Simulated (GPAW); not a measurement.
ZnSe (Stilleite), 2 atoms in the cell. It takes space group F-43m (No. 216, cubic). The conventional cell has a = 5.668 Å, b = 5.668 Å, c = 5.668 Å, α = 90.00°, β = 90.00°, γ = 90.00°. Around Se (site symmetry -43m) lie 4 Zn at 2.45 Å. Zn (site symmetry -43m) has 4 Se at 2.45 Å as nearest neighbours. 

```yaml
Program: GPAW 26.7.0
Task: equation of state
Functional: RPBE
Dispersion: D4
Potentials_or_basis: the program's PAW data sets (release 1.2.1) made for this functional
Cutoff: 600 eV
Basis: pw
k_mesh: 7 × 7 × 7
Occupations: fermi-dirac, width 0.05 eV
Spin: no spin polarisation
Maxiter: 150
Eos_scales: "[0.94, 0.96, 0.98, 1.0, 1.02, 1.04, 1.06]"
```

Potentials or basis: the program's PAW data sets (release 1.2.1) made for this functional, pw.

Launch:

```console
$ OMP_NUM_THREADS=1 python run.py
```

Hardware: 1 thread of AMD EPYC 9R45 96-Core Processor (Zen 5), with other jobs on the host.

Problem. How long does it take, and how much memory?

Solution. Wall time 31 s on 1 thread of AMD EPYC 9R45 96-Core Processor (Zen 5), with other jobs on the host, peak memory 0.23 GiB. Counts: scf iterations 70, plane waves 1442, bands 18, k points 20.
